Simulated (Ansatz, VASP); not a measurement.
# BN: VASP beside Ansatz, part 2 of 2

Aim: how closely do two programs agree when they are given the same cell, functional and k mesh?

VASP 6.6.1 and Ansatz 0.2.0.

So far: The structure; VASP: band structure, B3LYP with an exact-exchange share of 0.2.

### 3. Ansatz: band structure, B3LYP with an exact-exchange share of 0.2

Level of this step: Ansatz beside VASP: Kohn-Sham DFT, plane waves, B3LYP (Ansatz).

Ansatz runs on its default PAW (the set named soft_2) files.

The same cell, functional (in two slightly different forms), mesh and smearing now go to Ansatz, which takes its cutoff from its data sets.

input.yaml reads:

```yaml
crystal:
  lattice:
    - [2.50399, 0.0, 0.0]
    - [-1.251995, 2.1685189508, 0.0]
    - [0.0, 0.0, 6.6612]
  atoms:
    - { symbol: B, position: [0.3333333333, 0.6666666667, 0.25] }
    - { symbol: B, position: [0.6666666667, 0.3333333333, 0.75] }
    - { symbol: "N", position: [0.3333333333, 0.6666666667, 0.75] }
    - { symbol: "N", position: [0.6666666667, 0.3333333333, 0.25] }
hamiltonian:
  xc: b3lyp
  pseudopotentials: { kind: paw }
kpoints:
  mp_grid: { grid: [6, 6, 2] }
  band_path:
    path:
      - [0.0, 0.0, 0.0]
      - [0.4, 0.0, 0.0]
      - [0.5, 0.0, 0.0]
      - [0.4, 0.2, 0.0]
      - [0.36667, 0.26667, 0.0]
      - [0.2, 0.2, 0.0]
      - [0.0, 0.0, 0.1]
      - [0.0, 0.0, 0.5]
      - [0.4, 0.0, 0.5]
      - [0.4, 0.2, 0.5]
      - [0.2, 0.2, 0.5]
      - [0.5, 0.0, 0.4]
      - [0.33333, 0.33333, 0.0]
      - [0.33333, 0.33333, 0.5]
    npoints: 1
scf:
  occupations: { method: gaussian, width: 0.02 }
  n_extra_bands: 8
output:
  forces: true
  stress: true
  eigenvalues: true
```

Run with:

```
$ ansatz run input.yaml --threads 4 --pin off --max-ram 9216MiB --backend cpu --events-out ev --progress --plain --runs-dir out
```

Numbers of over 12 decimals in the logs are rounded to 6 here.

Log:

```text
Warning: output.stress: scf.convergence.dr2_threshold = 1e-7 eV (the SCF's general default) is looser than the 4e-10 eV advised for a printed stress (1e-10 eV for each atom of the cell: 4). What an SCF threshold leaves in a stress goes as its square root, and in the free energy as the threshold itself, and one threshold admits the most on a small cell: [figures from the program's tests cut] Set scf.convergence.dr2_threshold to 4e-10 eV or tighter. The threshold is an SCF's pass mark: one that does not reach it within its budget of iterations ends unconverged, or closes short of it on a stop that the run arms, and scf.convergence.dr2_threshold's page says what that costs each kind of run
Warning: output.stress: scf.exx.energy_threshold = 1e-6 eV is looser than the 4e-8 eV advised for a stress under a hybrid functional (1e-8 eV for each atom of the cell: 4). Every SCF of the exchange loop can meet its threshold on dr2 while the loop round them stops early: no threshold on dr2 bounds what that leaves in the stress. Set scf.exx.energy_threshold to 4e-8 eV or tighter. The threshold is the loop's pass mark: a loop that does not reach it within its budget of cycles ends unconverged, and scf.exx.energy_threshold's page has the law
scf.n_extra_bands = 8 over 8 filled bands (N_el = 16.0): the run solves 16 bands
Engine: ansatz 0.2.0, aarch64-unknown-linux-gnu
Pseudopotentials: kind: paw
Pseudopotential: B, paw, valence charge 3, recommended cutoff 420 eV (normal), B.paw.azcp
Pseudopotential: N, paw, valence charge 5, recommended cutoff 420 eV (normal), N.paw.azcp
Functional definition: B3LYP
  parameter a0 = 0.2
  parameter ax = 0.72
  parameter ac = 0.81
  exchange = (1 - a0 - ax)*slater_x + ax*b88_x + a0*exact_x
  correlation = (1 - ac)*vwn_rpa_c + ac*lyp_c
Crystal: 4 atoms, lattice volume = 36.170 Å³
Basis set: ecut = 420 eV, 713 PW (Γ), exchange–correlation on 36×36×90 points (8 copies of the dense FFT grid, shifted against one another)
Bands: 16, of which v1, the nominal top of the filled ones, is band 8 counted from 1 (7 counted from 0)
Symmetry: 24 space group operations
Space group: P63/mmc (ITA 194), of the structure as read, at distance tolerance 3.3e-5 Å
k-points: 14 of 72
Non-local potential: B, projectors of the file, l = 0: 2, l = 1: 2, l = 2: 1
Non-local potential: N, projectors of the file, l = 0: 2, l = 1: 2, l = 2: 1
PAW form: soft (Blöchl's): semilocal exchange-correlation on the pseudo side does not see the compensation charge
PAW frozen core: B, regenerated for the run's functional, and the local potential with it (the file was generated under x = pbe(κ = 0.804, μ = 0.219515), c = pbe(β = 0.066725))
PAW frozen core: N, regenerated for the run's functional, and the local potential with it (the file was generated under x = pbe(κ = 0.804, μ = 0.219515), c = pbe(β = 0.066725))
PAW one-centre angular grid: B, 110 points (default); XC on 64 Gauss nodes
PAW one-centre angular grid: N, 110 points (default); XC on 64 Gauss nodes
Initial density: superposition of atomic densities (neutral atoms: chi_scale 0, normalization atom), corrected by the library's trained network
Initial wavefunctions: pseudopotential atomic-orbital guess
Functional: x = 0.1 slater + 0.9 b88, c = 0.19 vwn_rpa + 0.81 lyp, warm-up for x = 0.08 slater + 0.72 b88 + 0.2 exact, c = 0.19 vwn_rpa + 0.81 lyp
SCF iter   1: F=—  HF=-1089.507444 eV  |F-HF|=—  |Δ(HF+E_count)|=         —  Δρ=1.44e-2  dr2=5.12e-2  ethr=1.77e-3  ⟨swp⟩=8.1  Hψ=1077  notcnv=0
preconditioner: auto → none  [insulator: Δε(μ)=4.490 eV  Ē_g=18.766 eV  σ=0.020 eV  W_gap=1.00  n_scr=4 (ndim 8)  ℏωp=24.7 eV  f_vac=0.023  D(μ)=0.00/eV (n_scr^D=0)]
SCF iter   2: F=—  HF=-1089.492773 eV  |F-HF|=—  |Δ(HF+E_count)|=   1.47e-2  Δρ=4.59e-3  dr2=5.89e-3  ethr=3.20e-4  ⟨swp⟩=4.1  Hψ=609  notcnv=0  defer=2
iter 3 solved again at ethr=2.48e-6 eV; its pass at ethr=3.68e-5 eV (dr2=3.97e-4 eV) is discarded
SCF iter   3: F=-1089.491099 eV  HF=-1089.491176 eV  |F-HF|=7.70e-5  |Δ(HF+E_count)|=   1.60e-3  Δρ=1.63e-3  dr2=3.80e-4  ethr=2.48e-6  ⟨swp⟩=2.4  Hψ=837  notcnv=0
SCF 1 stopped early in 3 iterations: F = -1089.491099 eV  dr2 = 3.80e-4
  greatest PAW one-centre occupation: 0.796 electrons in one spin orbital (limit 2), on the N atom at site 3 (counted from 0), in its partial waves of l = 0
Initial density: handed on by an earlier stage of this run
Initial wavefunctions: those handed on with the density
Functional: x = 0.08 slater + 0.72 b88 + 0.2 exact, c = 0.19 vwn_rpa + 0.81 lyp
Frozen-core exchange: fock
SCF iter   1: F=—  HF=-1090.345893 eV  |F-HF|=—  |Δ(HF+E_count)|=         —  Δρ=5.65e-3  dr2=7.54e-3  ethr=2.38e-5  ⟨swp⟩=5.4  Hψ=953  notcnv=0
preconditioner: auto → none  [insulator: Δε(μ)=5.993 eV  Ē_g=21.244 eV  σ=0.020 eV  W_gap=1.00  n_scr=4 (ndim 8)  ℏωp=24.7 eV  f_vac=0.023  D(μ)=0.00/eV (n_scr^D=0)]
SCF iter   2: F=—  HF=-1090.343899 eV  |F-HF|=—  |Δ(HF+E_count)|=   1.99e-3  Δρ=2.63e-3  dr2=1.60e-3  ethr=2.38e-5  ⟨swp⟩=2.1  Hψ=449  notcnv=0
SCF iter   3: F=—  HF=-1090.347943 eV  |F-HF|=—  |Δ(HF+E_count)|=   4.04e-3  Δρ=9.25e-4  dr2=2.82e-4  ethr=6.10e-6  ⟨swp⟩=3.1  Hψ=446  notcnv=0  defer=2
SCF iter   4: F=—  HF=-1090.347881 eV  |F-HF|=—  |Δ(HF+E_count)|=   6.25e-5  Δρ=1.07e-4  dr2=1.52e-5  ethr=1.50e-6  ⟨swp⟩=2.6  Hψ=364  notcnv=0
SCF iter   5: F=—  HF=-1090.347954 eV  |F-HF|=—  |Δ(HF+E_count)|=   7.38e-5  Δρ=1.34e-4  dr2=5.05e-6  ethr=8.94e-9  ⟨swp⟩=4.0  Hψ=610  notcnv=0
SCF iter   6: F=-1090.347953 eV  HF=-1090.347953 eV  |F-HF|=3.31e-8  |Δ(HF+E_count)|=   1.14e-6  Δρ=5.89e-6  dr2=7.74e-7  ethr=8.94e-9  ⟨swp⟩=3.0  Hψ=431  notcnv=0
SCF 2 stopped early in 6 iterations: F = -1090.347953 eV  dr2 = 7.74e-7
  greatest PAW one-centre occupation: 0.798 electrons in one spin orbital (limit 2), on the N atom at site 3 (counted from 0), in its partial waves of l = 0
hybrid outer 1: dexx = +4.692e-3 eV, tail = 7.20e-6 eV
Frozen-core exchange: fock
SCF iter   1: F=—  HF=-1090.348022 eV  |F-HF|=—  |Δ(HF+E_count)|=         —  Δρ=3.75e-5  dr2=1.96e-7  ethr=2.25e-7  ⟨swp⟩=4.1  Hψ=553  notcnv=0
preconditioner: auto → none  [insulator: Δε(μ)=5.997 eV  Ē_g=21.242 eV  σ=0.020 eV  W_gap=1.00  n_scr=4 (ndim 8)  ℏωp=24.7 eV  f_vac=0.024  D(μ)=0.00/eV (n_scr^D=0)]
SCF iter   2: F=—  HF=-1090.348022 eV  |F-HF|=—  |Δ(HF+E_count)|=   3.47e-8  Δρ=9.09e-6  dr2=7.53e-8  ethr=9.95e-10  ⟨swp⟩=3.0  Hψ=411  notcnv=0
SCF iter   3: F=-1090.348022 eV  HF=-1090.348022 eV  |F-HF|=3.11e-9  |Δ(HF+E_count)|=   1.05e-7  Δρ=5.22e-6  dr2=5.95e-9  ethr=4.09e-11  ⟨swp⟩=3.8  Hψ=552  notcnv=0  defer=3
SCF 3 converged in 3 iterations: F = -1090.348022 eV  dr2 = 5.95e-9
  Residual-converged pass: ⟨swp⟩=2.2  Hψ=340  notcnv=0  max |occ|·‖R‖ = 2.3e-6 eV (tolerance 2.4e-6 eV)  dr2=5.92e-9  dr2_onsite=2.84e-10  max |Δocc| = 0.0e0
hybrid outer 2: dexx = +1.486e-7 eV, tail = 1.41e-8 eV, Δε = 1.54e-3 eV (about 8.38e-5 eV left of the loop's levels)
NSCF: frozen V_eff on 14 k-points
hybrid SCF converged: 2 outer / 9 inner (+3 warm-up), last move |dexx| = 1.49e-7 eV, tail = 1.41e-8 eV
Stability not checked: this state was not tested for a lower state beside it, because the functional holds exact exchange (a hybrid, or Hartree-Fock), whose exchange loop this test does not read (fock_operator; see scf.lower_state_search)
Free energy (F): -1090.348022 eV
Frozen-core exchange: fock
Harris-Foulkes:  -1090.348022 eV  (|F-HF|=3.11e-9)
Internal energy: -1090.348022 eV  (E = F + TS)
E sigma→0 (E₀):  -1090.348022 eV
Fermi energy:    6.910104 eV
--- Per-component energies (eV) ---
  E_band       = -60.887411
  E_kinetic    = 368.570056
  E_local      = -701.035451  (includes V_loc(G=0)·N_el)
  E_nonlocal   = 116.945154
  E_hartree    = 227.392086
  E_xc         = -150.702084
  E_vxc        = -185.896240  (∫ρ·V_xc dr)
  E_exx        = -36.421436  (= α·E_x^exact, valence–valence)
  E_paw        = -417.190641  (= ΣΔE_a)
  E_vpaw       = -41.411352  (= ΣTr[D̂ρ^β])
  E_aug_tail   = 0.000202  (compensation charges beyond the density's cutoff)
  E_ewald      = -497.875223
  E_core_change = -0.030686  (= ΣΔE_core)
  E_smearing   = -0.000000  (= −TS)
  E_closure    = -0.000000  (closes the sum)
  Σ components = -1090.348022   (vs F -1090.348022, Δ=0.00e0)
--- Forces (eV/Å), atoms counted from 1 ---
  atom   1  B     -0.00000000    -0.00000000     0.00000000
  atom   2  B      0.00000000     0.00000000    -0.00000000
  atom   3  N     -0.00000000    -0.00000000     0.00000000
  atom   4  N     -0.00000000     0.00000000    -0.00000000
  max |Σ_I F_I| component: 1.02e-16 eV/Å
--- Stress (GPa, compression-positive) ---
       -1.341516       0.000000      -0.000000
       -0.000000      -1.341516       0.000000
       -0.000000       0.000000       3.854783
  P = ⅓ Tr σ = 0.3906 GPa (3.906 kbar)
--- Band table (eV; the first three rows and the last of 14) ---
  k-point 0: bands = [... 4 lower, 2.2827, 2.2827, 2.3204, 2.3204, 10.7277, 16.1889, 17.5586, 17.5586, ... 4 higher]
  k-point 1: bands = [... 4 lower, 2.3017, 2.3017, 2.3017, 2.3017, 13.2285, 13.2285, 17.6241, 17.6241, ... 4 higher]
  k-point 2: bands = [... 4 lower, 0.2178, 0.2613, 1.3503, 1.4010, 11.6449, 15.7277, 16.9743, 17.2674, ... 4 higher]
  k-point 13: bands = [... 4 lower, -3.8794, -3.8794, 3.9115, 3.9115, 10.3247, 10.3247, 17.6849, 17.6849, ... 4 higher]
```

Elapsed: 15 s, on 4 threads of Arm Neoverse V1, shared host; peak memory 0.56 GiB; 52 s of CPU time.

The column dr2 measures how far the density is from self-consistency, as an energy; F and HF (Harris–Foulkes) agree once it is small.

### 4. Side by side

Known differences besides the potentials themselves: exact exchange at q = 0 is treated differently, which shows on coarse meshes; VASP keeps PBE cores, Ansatz makes them for the functional; the cutoff is 420 eV in Ansatz and 520 eV in VASP; VASP's log shows a relativistic correction to its local exchange, Ansatz's none; VASP takes a coarser grid for exact exchange (PRECFOCK = Fast). Total energies have different zeros and are not compared.

Both answers:

```
                     quantity  Ansatz   VASP  difference
gap over the path points (eV)   5.965  5.970      -0.005
```

Levels at points of the path, from each program's valence-band top (eV; 4 filled, then empty):

```
k (reciprocal lattice)                                    Ansatz                                      VASP
     0.000 0.000 0.000  -1.66 -1.66 -1.62 -1.62 6.78 12.24 13.61  -1.67 -1.67 -1.63 -1.63 6.79 12.24 13.61
     0.400 0.000 0.000   -4.41 -4.34 -2.54 -1.03 7.12 8.37 10.80   -4.41 -4.34 -2.54 -1.03 7.13 8.38 10.81
     0.500 0.000 0.000   -4.62 -4.56 -1.54 -0.51 5.96 7.41 11.46   -4.63 -4.56 -1.54 -0.51 5.97 7.42 11.47
     0.400 0.200 0.000   -6.51 -6.43 -0.88 -0.12 6.31 7.13 13.63   -6.51 -6.43 -0.87 -0.11 6.31 7.13 13.64
     0.367 0.267 0.000    -7.38 -7.32 -0.47 0.00 6.46 6.87 12.83    -7.38 -7.32 -0.47 0.00 6.47 6.88 12.82
     0.200 0.200 0.000   -5.22 -5.16 -3.40 -1.63 9.06 9.36 10.40   -5.22 -5.17 -3.40 -1.63 9.06 9.36 10.40
     0.000 0.000 0.100  -1.66 -1.66 -1.62 -1.62 6.91 12.06 13.62  -1.67 -1.67 -1.63 -1.63 6.91 12.06 13.61
     0.000 0.000 0.500   -1.64 -1.64 -1.64 -1.64 9.28 9.28 13.68   -1.65 -1.65 -1.65 -1.65 9.29 9.29 13.67
     0.400 0.000 0.500   -4.37 -4.37 -1.82 -1.82 7.52 7.52 11.92   -4.38 -4.38 -1.82 -1.82 7.53 7.53 11.93
     0.400 0.200 0.500   -6.47 -6.47 -0.45 -0.45 6.50 6.50 14.40   -6.47 -6.47 -0.45 -0.45 6.50 6.50 14.40
```

Among the levels compared at these points, filled levels agree within 10 meV and empty ones within 12 meV.

### 5. Ansatz: band structure, r2SCANh with an exact-exchange share of 0.1

The same path points are solved in both programs, so levels can be compared one by one.

input.yaml: that of step 3 with these lines changed.

```diff
@@ -11,3 +11,3 @@
 hamiltonian:
-  xc: b3lyp
+  xc: r2scanh
   pseudopotentials: { kind: paw }
@@ -39 +39,5 @@
   eigenvalues: true
+  write_density: true
+  write_potential: true
+  elf: true
+  volumetric_format: npy
```

Log:

```text
[...]
Crystal: 4 atoms, lattice volume = 36.170 Å³
Basis set: ecut = 500 eV, 907 PW (Γ), exchange–correlation on 80×80×200 points (64 copies of the dense FFT grid, shifted against one another)
Bands: 16, of which v1, the nominal top of the filled ones, is band 8 counted from 1 (7 counted from 0)
Symmetry: 24 space group operations
[...]
k-points: 14 of 72
[...]
--- Band table (eV; the first three rows and the last of 14) ---
  k-point 0: bands = [... 4 lower, 2.5617, 2.5617, 2.6010, 2.6010, 10.3023, 15.9069, 17.2612, 17.2612, ... 4 higher]
  k-point 1: bands = [... 4 lower, 2.5813, 2.5813, 2.5813, 2.5813, 12.8404, 12.8404, 17.3279, 17.3279, ... 4 higher]
  k-point 2: bands = [... 4 lower, 0.4280, 0.4711, 1.6092, 1.6615, 11.2423, 15.4505, 16.6355, 17.1427, ... 4 higher]
  k-point 13: bands = [... 4 lower, -3.7484, -3.7484, 4.0062, 4.0062, 10.0710, 10.0710, 17.2499, 17.2499, ... 4 higher]
[key lines of the parts left out:]
Free energy (F): -1088.055886 eV
Fermi energy:    6.794249 eV
P = ⅓ Tr σ = -1.9924 GPa (-19.924 kbar)
```

Wall time 20 s (4 threads); peak memory 0.7 GiB.

### 6. VASP: band structure, r2SCANh with an exact-exchange share of 0.1

The same cell, functional, mesh and smearing now go to VASP, with its own data sets and cutoff.

The run reads the wave functions of an earlier VASP run, which isn't shown here.

INCAR reads:

```
SYSTEM = BN
PREC = Accurate
ENCUT = 520
EDIFF = 1E-06
NELM = 100
ISMEAR = 0
SIGMA = 0.02
LREAL = .FALSE.
ALGO = Normal
LHFCALC = .TRUE.
AEXX = 0.1
METAGGA = R2SCAN
LASPH = .TRUE.
NBANDS = 14
PRECFOCK = Fast
HFRCUT = -1
LORBIT = 11
LWAVE = .FALSE.
LCHARG = .FALSE.
KPAR = 8
```

POSCAR reads:

```
BN
1.0
    2.5039900000      0.0000000000      0.0000000000
   -1.2519950000      2.1685189508      0.0000000000
    0.0000000000      0.0000000000      6.6612000000
B N
2 2
Direct
    0.3333333333      0.6666666667      0.2500000000
    0.6666666667      0.3333333333      0.7500000000
    0.3333333333      0.6666666667      0.7500000000
    0.6666666667      0.3333333333      0.2500000000
```

KPOINTS reads:

```
Automatic mesh
0
Gamma
6 6 2
0 0 0
```

KPOINTS_OPT reads:

```
Line mode
6
Line-mode
Reciprocal
  0.00000000   0.00000000   0.00000000 GAMMA
  0.50000000   0.00000000   0.00000000 M

  0.50000000   0.00000000   0.00000000 M
  0.33333333   0.33333333   0.00000000 K

  0.33333333   0.33333333   0.00000000 K
  0.00000000   0.00000000   0.00000000 GAMMA

  0.00000000   0.00000000   0.00000000 GAMMA
  0.00000000   0.00000000   0.50000000 A

  0.00000000   0.00000000   0.50000000 A
  0.50000000   0.00000000   0.50000000 L

  0.50000000   0.00000000   0.50000000 L
  0.33333333   0.33333333   0.50000000 H

  0.33333333   0.33333333   0.50000000 H
  0.00000000   0.00000000   0.50000000 A

  0.50000000   0.00000000   0.50000000 L
  0.50000000   0.00000000   0.00000000 M

  0.33333333   0.33333333   0.00000000 K
  0.33333333   0.33333333   0.50000000 H
```

Potentials, in the order of the species: B and N (PBE family, release 64).

Run with:

```
$ mpirun -np 8 vasp_std
```

Log:

```text
[banner, memory and clock lines left out]
running    8 mpi-ranks, on    1 nodes
[...]
[... a notice as in an earlier step ...]

 [... a notice as in an earlier step ...]

 LDA part: xc-table for (None), standard interpolation
 found WAVECAR, reading the header
 POSCAR, INCAR and KPOINTS ok, starting setup
[...]
HFRCUT set to (new)   8.534879
 reading WAVECAR
 the WAVECAR file was read successfully
 initial charge from wavefunction
 entering main loop
       N       E                     dE             d eps       ncg     rms          rms(c)
DAV:   1    -0.412287853802E+02   -0.41229E+02   -0.65009E-01   410   0.928E+00    0.836E-01
DAV:   2    -0.412265881968E+02    0.21972E-02   -0.16666E-02   458   0.119E+00    0.488E-01
DAV:   3    -0.412257409345E+02    0.84726E-03   -0.42257E-03   464   0.504E-01    0.284E-01
DAV:   4    -0.412259812642E+02   -0.24033E-03   -0.50750E-04   446   0.176E-01    0.176E-01
[...]
DAV:   9    -0.412261275925E+02   -0.43518E-05   -0.14564E-06   310   0.118E-02    0.138E-02
DAV:  10    -0.412261296025E+02   -0.20100E-05   -0.75234E-07   220   0.855E-03    0.853E-03
DAV:  11    -0.412261305311E+02   -0.92863E-06   -0.25039E-07   232   0.504E-03
   1 F= -.41226131E+02 E0= -.41226131E+02  d E =-.119419E-30
 Start KPOINTS_OPT (optional k-point list driver)
k-point batch [1-14\54]
       N       E                     dE             ncg
DAV:   1    -0.620173129558E+02   -0.90696E+04      392
DAV:   2    -0.129640051503E+04   -0.12344E+04      536
DAV:   3    -0.137112646042E+04   -0.74726E+02      470
DAV:   4    -0.137192140373E+04   -0.79494E+00      524
DAV:   5    -0.137192860593E+04   -0.72022E-02      530
DAV:   6    -0.137192870362E+04   -0.97692E-04      518
DAV:   7    -0.137192870600E+04   -0.23728E-05      422
DAV:   8    -0.137192870609E+04   -0.92328E-07      376
[...]
k-point batch [43-54\54]
       N       E                     dE             ncg
DAV:   1    -0.370527708367E+02   -0.10029E+05      336
DAV:   2    -0.969607883865E+03   -0.93256E+03      432
DAV:   3    -0.101650495966E+04   -0.46897E+02      408
DAV:   4    -0.101695878427E+04   -0.45382E+00      420
DAV:   5    -0.101696183914E+04   -0.30549E-02      420
DAV:   6    -0.101696186539E+04   -0.26247E-04      420
DAV:   7    -0.101696186566E+04   -0.26841E-06      312
```

From OUTCAR (step 6):

```text
 POSITION                                       TOTAL-FORCE (eV/Angst)
 -----------------------------------------------------------------------------------
     -0.00000      1.44568      1.66530        -0.000000     -0.000000      0.000000
      1.25200      0.72284      4.99590        -0.000000      0.000000      0.000000
     -0.00000      1.44568      4.99590        -0.000000     -0.000000      0.000000
      1.25200      0.72284      1.66530         0.000000      0.000000     -0.000000
 -----------------------------------------------------------------------------------
    total drift:                               -0.000000     -0.000000      0.000000

  FREE ENERGIE OF THE ION-ELECTRON SYSTEM (eV)
  ---------------------------------------------------
  free  energy   TOTEN  =       -41.2261305311 eV

  energy  without entropy=      -41.2261305311  energy(sigma->0) =      -41.22613053

[... 2 parts as in an earlier step ...]

[... 1 further part left out ...]
[key lines of the parts left out:]
E-fermi :   1.7059
```

### 7. Comparison

What differs besides the data sets and the points named for the pairs above, as far as they apply: the cutoff is 500 eV in Ansatz and 520 eV in VASP. Total energies have different zeros and are not compared.

Both answers:

```
                     quantity  Ansatz   VASP  difference
gap over the path points (eV)   5.545  5.582      -0.036
```

Levels at points of the path, from each program's valence-band top (eV; 4 filled, then empty):

```
k (reciprocal lattice)                                    Ansatz                                      VASP
     0.000 0.000 0.000  -1.48 -1.48 -1.44 -1.44 6.26 11.87 13.22  -1.47 -1.47 -1.43 -1.43 6.28 11.88 13.16
     0.400 0.000 0.000   -4.27 -4.20 -2.52 -1.01 6.72 8.01 10.33   -4.27 -4.20 -2.51 -1.00 6.75 8.04 10.34
     0.500 0.000 0.000   -4.49 -4.42 -1.52 -0.49 5.54 7.04 10.97   -4.49 -4.42 -1.51 -0.49 5.58 7.08 10.99
     0.400 0.200 0.000   -6.43 -6.34 -0.87 -0.12 5.93 6.78 13.28   -6.43 -6.35 -0.86 -0.11 5.98 6.82 13.29
     0.367 0.267 0.000    -7.32 -7.26 -0.46 0.00 6.11 6.52 12.29    -7.32 -7.26 -0.46 0.00 6.16 6.58 12.28
     0.200 0.200 0.000    -5.11 -5.05 -3.37 -1.60 8.72 8.99 9.96    -5.12 -5.06 -3.36 -1.59 8.77 9.02 9.96
     0.000 0.000 0.100  -1.47 -1.47 -1.44 -1.44 6.39 11.66 13.23  -1.47 -1.47 -1.43 -1.43 6.40 11.68 13.16
     0.000 0.000 0.500   -1.46 -1.46 -1.46 -1.46 8.80 8.80 13.29   -1.45 -1.45 -1.45 -1.45 8.82 8.82 13.23
     0.400 0.000 0.500   -4.23 -4.23 -1.79 -1.79 7.12 7.12 11.43   -4.24 -4.24 -1.79 -1.79 7.15 7.15 11.44
     0.400 0.200 0.500   -6.39 -6.39 -0.45 -0.45 6.13 6.13 13.93   -6.39 -6.39 -0.44 -0.44 6.17 6.17 13.94
```

Among the levels compared at these points, filled levels agree within 10 meV and empty ones within 63 meV.

### 8. Outcome

```json
{
  "difference in gap over the path points (band structure, B3LYP with an exact-exchange share of 0.2)": "-0.0054 eV",
  "difference in gap over the path points (band structure, r2SCANh with an exact-exchange share of 0.1)": "-0.036 eV"
}
```

**Reading.** The difference in gap over the path points is -0.036 eV (band structure, r2SCANh with an exact-exchange share of 0.1), within the 0.08 eV picked in this series as the mark of a large difference. Such differences can come from data sets, numerical settings and the points named under the comparisons, not from the functional's error against experiment.

[Lines on the potential files, build, host, timing and source positions are cut from VASP's logs without a mark.]

[Logs are printed without paths, hosts, clocks, repeated set-up lines and the standing remarks that a program may print on its own settings, such as how far it seeks lower states.]

[Hosts, paths, dates, database ids (printed as entryN), source tags and the programs' standing remarks are cut or masked in the printed files.]
